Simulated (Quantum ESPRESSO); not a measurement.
# MgO under changes of volume

One of the cells (10.016 Å³/atom); the others are scaled copies at fixed shape and fractional positions:

```xyz
2
Lattice="2.9380 0.0000 0.0000 -1.4690 2.5444 0.0000 0.0000 0.0000 2.6797" Properties=species:S:1:pos:R:3 pbc="T T T"
Mg    0.0000    0.0000    0.0000
O     0.0000    1.6963    1.3398
```

Measurements of this composition are mostly on another form, of space group No. 225.

- Program: Quantum ESPRESSO 7.5
- Functional: PBE
- Potentials or basis: SSSP 1.3 efficiency PBE
- Cutoff: 748 eV
- Density cutoff: 5987 eV
- k mesh: 10 × 10 × 10
- Occupations: fermi-dirac, width 0.05 eV
- Spin: no spin polarisation

```csv
volume (Å³/atom),energy over the lowest point (meV/atom),pressure (GPa),gap on the mesh (eV)
9.415,15.82,9.2,3.48
9.615,6.39,5.6,3.32
9.816,1.26,2.3,3.16
10.016,0.00,-0.6,3.01
10.216,?,?,?
10.417,7.61,-5.6,2.72
10.617,15.82,-7.8,2.59
```

Q: What does the run at 10.216 Å³/atom give?

A: Energy over the lowest point 2.23 meV/atom; pressure -3.2 GPa; gap on the mesh 2.86 eV.

Worked out: A Birch-Murnaghan fit of order 3 (a polynomial in V^(-2/3)) to the other rows has its minimum at 9.98 Å³/atom with B0 = V·E''(V) = 141 GPa and B' = 4.2 at fixed shape and positions, which overstates the stiffness. It gives 2.22 meV/atom at 10.216 Å³/atom, against the run's 2.23, and -dE/dV = -3.1 GPa, against -3.2. A straight line through the other rows of the gap, of slope -7.42 eV per unit of ln V, gives 2.87 eV, against the run's 2.86.

Energies are extrapolated to zero smearing.

A mesh can miss the band edges.
